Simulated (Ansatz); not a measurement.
# CdInS2: the cost of one run

Method: DFT PBE, scalar-relativistic, plane waves, PAW, in Ansatz 0.2.0.

**1. The system as given**

It takes space group P-3m1 (No. 164, trigonal). The conventional cell has a = 3.869 Å, b = 3.869 Å, c = 6.811 Å, α = 90.00°, β = 90.00°, γ = 120.00°. Around Cd (site symmetry -3m) lie 6 S at 2.79 Å. In (site symmetry -3m) is surrounded by 6 S at 2.83 Å. S (site symmetry 3m) is surrounded by 3 Cd at 2.79 Å and 3 In at 2.83 Å.

Structure file:

```
Cd In S
1.0
     3.86950    0.00000    0.00000
    -1.93475    3.35108    0.00000
     0.00000    0.00000    6.81053
Cd In S
1 1 2
Direct
  0.00000 0.00000 0.00000
  0.00000 0.00000 0.50000
  0.66667 0.33333 0.75505
  0.33333 0.66667 0.24495
```

The structure comes from the Materials Project (structure only).

**2. A distortion that keeps the symmetry**

What differs from the listed cell: strain xx, yy, zz, yz, xz, xy = +2.6, +2.6, -3.4, +0.0, +0.0, +0.0 %; atoms moved by 0.25 Å root mean square, at most 0.35 Å.

File input.yaml:

```yaml
crystal:
  lattice:
    - [3.9713799756, 0.0, 0.0]
    - [-1.9856899878, 3.439315947, 0.0]
    - [0.0, 0.0, 6.5812184886]
  atoms:
    - { symbol: Cd, position: [0.0, 0.0, 0.0] }
    - { symbol: In, position: [0.0, 0.0, 0.5] }
    - { symbol: S, position: [0.66666667, 0.33333333, 0.7031362351] }
    - { symbol: S, position: [0.33333333, 0.66666667, 0.2968637649] }
basis:
  ecutwfc: 420
kpoints:
  mp_grid: { grid: [12, 12, 6] }
hamiltonian:
  xc: pbe
scf:
  occupations: { method: gaussian, width: 0.1 }
output:
  forces: true
  stress: true
  eigenvalues: true
```

The run is started by

```console
> ansatz run input.yaml --threads 1 --pin off --max-ram 1331MiB --backend cpu --events-out ev --progress --plain --runs-dir out
```

What time and memory should one allow on 1 thread of an x86-64 CPU, shared host?

About 22 s, with a peak of 0.51 GiB.
